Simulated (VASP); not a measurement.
Set up this calculation in VASP 6.6.1, as the native input.

```yaml
Task: single point
Functional: PBE
Potentials_or_basis: VASP PAW PBE potentials, release 64 (C)
Cutoff: 520 eV
k_mesh: 13 × 13 × 13
Occupations: gaussian, width 0.014 eV
Spin: no spin polarisation
Further_INCAR_settings: ALGO = Fast; EDIFF = 1e-06
```

The structure of C lies in POSCAR:

```
C
1.0
    0.0000000000      1.7833700000      1.7833700000
    1.7833700000      0.0000000000      1.7833700000
    1.7833700000      1.7833700000      0.0000000000
C
2
Direct
    0.7500000000      0.7500000000      0.7500000000
    0.5000000000      0.5000000000      0.5000000000
```

This isn't the form of C at room conditions, which is graphite.

The input as run:

INCAR

```
SYSTEM = C
PREC = Accurate
ENCUT = 520
EDIFF = 1E-6
ISMEAR = 0
SIGMA = 0.014
LREAL = .False.
LASPH = .True.
NELM = 60
ALGO = Fast
ISIF = 2
LWAVE = .False.
LCHARG = .True.
GGA = PE
LELF = .True.
LVHAR = .True.
```

KPOINTS

```
Automatic mesh
0
Gamma
  13 13 13
  0 0 0
```

Potentials or basis: VASP PAW PBE potentials, release 64 (C).

Command:

```console
$ cat potpaw_PBE.64/C/POTCAR > POTCAR
$ mpirun -np 1 vasp_std > vasp.out
```

It gave:

```yaml
Pressure: 2.5 GPa
Band_gap_on_the_k_mesh: 4.14 eV, indirect (least direct gap 5.59 eV)
```

Caveat: an odd mesh through Γ misses points on the zone boundary, where band edges often lie.

Wall time 5.8 s on 1 thread of AMD EPYC 9R45 (Zen 5) (shared host), peak memory 0.08 GiB.
